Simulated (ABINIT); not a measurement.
# Nb (Im-3m) in ABINIT: reference runs

Reference runs on Nb: the cell as given and a disturbed copy.

Everything below comes from runs of ABINIT 10.8.3 (patched build). Logs are shortened: lines on timing, memory, paths and dates and some standing lists are left out, and cuts for length are marked. The log counts tension as positive stress, the text compression.

## (1) Starting point

It takes space group Im-3m (No. 229, cubic). The conventional cell has a = 3.328 Å, b = 3.328 Å, c = 3.328 Å, α = 90.00°, β = 90.00°, γ = 90.00°. Nb (site symmetry m-3m) has 8 Nb at 2.88 Å as nearest neighbours.

## (2) Single point, PBEsol

File run.abi:

```
# Pseudopotentials
pp_dirpath "./"
pseudos "Nb.upf"

# Structure
acell 2.8820459413 2.8820459413 2.8820459413 Angstrom
rprim
    -0.5773502692     0.5773502692     0.5773502692
     0.5773502692    -0.5773502692     0.5773502692
     0.5773502692     0.5773502692    -0.5773502692
ntypat 1
znucl 41
natom 1
typat 1
xcart
     0.0000000000     0.0000000000     0.0000000000 Angstrom

# Plane-wave basis
ecut 41.0

# k points
kptopt 1
ngkpt 11 11 11
nshiftk 1
shiftk 0.0 0.0 0.0

# Exchange and correlation
ixc -116133

# Bands and occupations
nband 11
occopt 3
tsmear 0.05 eV

# SCF cycle
nstep 100
tolvrs 1.0e-10

# Output
iomode 3
prtwf 0
prtden 0
prteig 0
prtebands 0
enunit 1
```

Potentials or basis: PseudoDojo NC SR PBEsol v0.4.1 standard.

On the command line:

```
$ abinit run.abi > log 2>&1
```

run.abo:

```text
.Version 10.8.3 of ABINIT
 Symmetries : space group Im -3 m (#229); Bravais cI (body-center cubic)
================================================================================
 Values of the parameters that define the memory need of the present run
     intxc =       0    ionmov =       0      iscf =       7    lmnmax =       6
     lnmax =       6     mgfft =      32  mpssoang =       3    mqgrid =    3001
     natom =       1  nloc_mem =       1    nspden =       1   nspinor =       1
    nsppol =       1      nsym =      48    n1xccc =    2501    ntypat =       1
    occopt =       3   xclevel =       2
       mpw =        1573          nfft =       32768          nkpt =          56
================================================================================
================================================================================

--------------------------------------------------------------------------------
------------- Echo of variables that govern the present computation ------------
--------------------------------------------------------------------------------
 -outvars: echo values of preprocessed input variables --------
            acell      5.4462775113E+00  5.4462775113E+00  5.4462775113E+00 Bohr
              amu      9.29063800E+01
             ecut      4.10000000E+01 Hartree
           enunit           1
                       outvar_i_n : Printing only first  50 k-points.
              ixc     -116133
                       outvar_i_n : Printing only first  50 k-points.
         kptrlatt       11    0    0      0   11    0      0    0   11
          kptrlen      5.99090526E+01
            natom           1
            nband          11
            ngfft          32      32      32
             nkpt          56
            nstep         100
             nsym          48
           ntypat           1
                       prtocc : prtvol=0, do not print more k-points.
           occopt           3
           prtden           0
        prtebands           0
           prteig           0
            prtwf           0
            rprim     -5.7735026920E-01  5.7735026920E-01  5.7735026920E-01
                       5.7735026920E-01 -5.7735026920E-01  5.7735026920E-01
                       5.7735026920E-01  5.7735026920E-01 -5.7735026920E-01
          spgroup         229
           tolvrs      1.00000000E-10
           tsmear      1.83746611E-03 Hartree
            typat      1
                       outvars : Printing only first  50 k-points.
            znucl       41.00000

================================================================================

 chkinp: Checking input parameters for consistency.

================================================================================
== DATASET  1 ==================================================================

--- !DatasetInfo
iteration_state: {dtset: 1, }
dimensions: {natom: 1, nkpt: 56, mband: 11, nsppol: 1, nspinor: 1, nspden: 1, mpw: 1573, }
cutoff_energies: {ecut:  41.0, pawecutdg:  -1.0, }
electrons: {nelect:   1.30000000E+01, charge:   0.00000000E+00, occopt:   3.00000000E+00, tsmear:   1.83746611E-03, }
meta: {optdriver: 0, ionmov: 0, optcell: 0, iscf: 7, paral_kgb: 0, }
...

 Real(R)+Recip(G) space primitive vectors, cartesian coordinates (Bohr,Bohr^-1):
 R(1)= -3.1444098  3.1444098  3.1444098  G(1)=  0.0000000  0.1590124  0.1590124
 R(2)=  3.1444098 -3.1444098  3.1444098  G(2)=  0.1590124  0.0000000  0.1590124
 R(3)=  3.1444098  3.1444098 -3.1444098  G(3)=  0.1590124  0.1590124  0.0000000
 Unit cell volume ucvol=  1.2435905E+02 bohr^3
 Angles (23,13,12)=  1.09471221E+02  1.09471221E+02  1.09471221E+02 degrees

 getcut: wavevector=  0.0000  0.0000  0.0000  ngfft=  32  32  32
         ecut(hartree)=     41.000   => boxcut(ratio)=   2.04041

--- Pseudopotential description ------------------------------------------------
- pspini: atom type   1  psp file is ./Nb.upf
12 -116133 2 -1 1660                          pspcod,pspxc,lmax,lloc,mmax
     nproj     2     2     2

   2.03678009E+02                                ecore*ucvol(ha*bohr**3)
--------------------------------------------------------------------------------

================================================================================

--- !BeginCycle
iteration_state: {dtset: 1, }
solver: {iscf: 7, nstep: 100, nline: 4, wfoptalg: 0, }
tolerances: {tolvrs: 1.00E-10, }
...

     iter   Etot(hartree)      deltaE(h)  residm     vres2
 ETOT  1  -62.215394714186    -6.222E+01 1.034E-01 9.215E+01
 ETOT  2  -62.248768830511    -3.337E-02 4.316E-02 1.214E+01
 ETOT  3  -62.251091668538    -2.323E-03 2.226E-03 4.375E-03
 ETOT  4  -62.251093847184    -2.179E-06 1.843E-03 3.498E-05
 ETOT  5  -62.251093853354    -6.170E-09 5.102E-04 1.307E-07
 ETOT  6  -62.251093853374    -2.028E-11 5.077E-04 1.255E-10
 ETOT  7  -62.251093853376    -1.819E-12 2.477E-04 3.282E-13

 At SCF step    7       vres2   =  3.28E-13 < tolvrs=  1.00E-10 =>converged.

 Cartesian components of stress tensor (hartree/bohr^3)
  sigma(1 1)=  2.61500775E-04  sigma(3 2)=  0.00000000E+00
  sigma(2 2)=  2.61500775E-04  sigma(3 1)=  0.00000000E+00
  sigma(3 3)=  2.61500775E-04  sigma(2 1)=  0.00000000E+00

--- !ResultsGS
iteration_state: {dtset: 1, }
comment   : Summary of ground state results
lattice_vectors:
- [ -3.1444098,   3.1444098,   3.1444098, ]
- [  3.1444098,  -3.1444098,   3.1444098, ]
- [  3.1444098,   3.1444098,  -3.1444098, ]
lattice_lengths: [   5.44628,    5.44628,    5.44628, ]
lattice_angles: [109.471, 109.471, 109.471, ] # degrees, (23, 13, 12)
lattice_volume:   1.2435905E+02
convergence: {deltae: -1.819E-12, res2:  3.282E-13, residm:  2.477E-04, diffor: null, }
etotal    :  -6.22510939E+01
entropy   :   0.00000000E+00
fermie    :   5.11169104E-01
cartesian_stress_tensor: # hartree/bohr^3
- [  2.61500775E-04,   0.00000000E+00,   0.00000000E+00, ]
- [  0.00000000E+00,   2.61500775E-04,   0.00000000E+00, ]
- [  0.00000000E+00,   0.00000000E+00,   2.61500775E-04, ]
pressure_GPa:  -7.6936E+00
xred      :
- [  0.0000E+00,   0.0000E+00,   0.0000E+00, Nb]
cartesian_forces: # hartree/bohr
- [ -0.00000000E+00,  -0.00000000E+00,  -0.00000000E+00, ]
force_length_stats: {min:   0.00000000E+00, max:   0.00000000E+00, mean:   0.00000000E+00, }
...

 Integrated electronic density in atomic spheres:
 ------------------------------------------------
 Atom  Sphere_radius  Integrated_density
    1        2.00000          9.41267565
================================================================================

 ----iterations are completed or convergence reached----

 Mean square residual over all n,k,spin=   93.524E-08; max=  24.774E-05
 reduced coordinates (array xred) for    1 atoms
       0.000000000000      0.000000000000      0.000000000000
 rms dE/dt=  0.0000E+00; max dE/dt=  0.0000E+00; dE/dt below (all hartree)
    1       0.000000000000      0.000000000000      0.000000000000

 cartesian coordinates (angstrom) at end:
    1      0.00000000000000     0.00000000000000     0.00000000000000

 cartesian forces (hartree/bohr) at end:
    1     -0.00000000000000    -0.00000000000000    -0.00000000000000
 frms,max,avg= 0.0000000E+00 0.0000000E+00   0.000E+00  0.000E+00  0.000E+00 h/b

 cartesian forces (eV/Angstrom) at end:
    1     -0.00000000000000    -0.00000000000000    -0.00000000000000
 frms,max,avg= 0.0000000E+00 0.0000000E+00   0.000E+00  0.000E+00  0.000E+00 e/A
 length scales=  5.446277511341  5.446277511341  5.446277511341 bohr
              =  2.882045941300  2.882045941300  2.882045941300 angstroms
 Fermi (or HOMO) energy (eV) =  13.90962   Average Vxc (eV)= -12.89417
 Eigenvalues (   eV  ) for nkpt=  56  k points:
 kpt#   1, nband= 11, wtk=  0.00075, kpt=  0.0000  0.0000  0.0000 (reduced coord)
 -40.34794  -15.72632  -15.72632  -15.72632    8.04845   14.31413   14.31413   14.31413
  17.14496   17.14496   28.16945
 prteigrs : prtvol=0 or 1, do not print more k-points.

--- !EnergyTerms
iteration_state     : {dtset: 1, }
comment             : Components of total free energy in Hartree
kinetic             :  1.81039499217242E+01
hartree             :  7.56981816472139E+00
xc                  : -1.29745411698655E+01
Ewald energy        : -4.88987198367939E+01
psp_core            :  1.63782212011914E+00
local_psp           : -3.54659921996992E+01
non_local_psp       :  7.77710533439391E+00
internal            : -6.22505576653999E+01
'-kT*entropy'       : -5.36187975765558E-04
total_energy        : -6.22510938533757E+01
total_energy_eV     : -1.69393855907902E+03
band_energy         : -4.29464625153260E+00
...

 Cartesian components of stress tensor (hartree/bohr^3)
  sigma(1 1)=  2.61500775E-04  sigma(3 2)=  0.00000000E+00
  sigma(2 2)=  2.61500775E-04  sigma(3 1)=  0.00000000E+00
  sigma(3 3)=  2.61500775E-04  sigma(2 1)=  0.00000000E+00

-Cartesian components of stress tensor (GPa)         [Pressure= -7.6936E+00 GPa]
- sigma(1 1)=  7.69361842E+00  sigma(3 2)=  0.00000000E+00
- sigma(2 2)=  7.69361842E+00  sigma(3 1)=  0.00000000E+00
- sigma(3 3)=  7.69361842E+00  sigma(2 1)=  0.00000000E+00

== END DATASET(S) ==============================================================
================================================================================

 -outvars: echo values of variables after computation  --------
            acell      5.4462775113E+00  5.4462775113E+00  5.4462775113E+00 Bohr
           etotal     -6.2251093853E+01
            fcart     -0.0000000000E+00 -0.0000000000E+00 -0.0000000000E+00
            rprim     -5.7735026920E-01  5.7735026920E-01  5.7735026920E-01
                       5.7735026920E-01 -5.7735026920E-01  5.7735026920E-01
                       5.7735026920E-01  5.7735026920E-01 -5.7735026920E-01
           strten      2.6150077487E-04  2.6150077487E-04  2.6150077487E-04
                       0.0000000000E+00  0.0000000000E+00  0.0000000000E+00
 Calculation completed.
```

Run time: 15 s. Hardware: 1 thread of Arm Neoverse V2, shared host; peak memory 0.07 GiB.

What came out:

* Free energy: -1693.9386 eV
* Pressure: -7.7 GPa
* Band gap on the k mesh: none (metal or under the smearing width)
* Valence electrons inside the program's atomic spheres: Nb 9.41 (radii [1.0584] Å)

## (3) Single point, PBEsol (cell strained at random at fixed volume)

File run.abi:

```
# Pseudopotentials
pp_dirpath "./"
pseudos "Nb.upf"

# Structure
acell 3*1.0
rprim
    -3.1271452472     3.1405188390     3.1428016281
     3.0460268636    -3.1554193295     3.0765837350
     3.2179163519     3.2461885444    -3.1577021186
ntypat 1
znucl 41
natom 1
typat 1
xred
    -0.0028920000    -0.0076530000     0.0052760000
chkprim 0
chksymtnons 0
tolsym 1.0e-6

# Plane-wave basis
ecut 41.0

# k points
kptopt 1
ngkpt 11 11 11
nshiftk 1
shiftk 0.0 0.0 0.0

# Exchange and correlation
ixc -116133

# Bands and occupations
nband 11
occopt 3
tsmear 0.05 eV

# SCF cycle
nstep 100
tolvrs 1.0e-10

# Output
iomode 3
prtwf 0
prtden 0
prteig 0
prtebands 0
```

Potentials or basis: PseudoDojo NC SR PBEsol v0.4.1 standard.

On the command line:

```
$ abinit run.abi > log 2>&1
```

It took 3.3 min on 1 thread of Arm Neoverse V2, shared host; peak memory 0.24 GiB.

It converged, with:

| Quantity | Value |
| --- | --- |
| Free energy | -1693.9351 eV |
| Pressure | -7.8 GPa |
| Band gap on the k mesh | none (metal or under the smearing width) |
| Valence electrons inside the program's atomic spheres | Nb 9.42 (radii [1.0584] Å) |

Stress tensor (GPa, compression positive):
```
-7.39 -0.64  0.38
-0.64 -9.24  0.20
 0.38  0.20 -6.74
```

Levels at points of the mesh, in eV from the Fermi level:
| k point | band 5 | band 6 | band 7 | band 8 | band 9 | band 10 |
| --- | --- | --- | --- | --- | --- | --- |
| (0.00, 0.00, 0.00) | -5.87 | 0.09 | 0.35 | 0.72 | 3.08 | 3.42 |
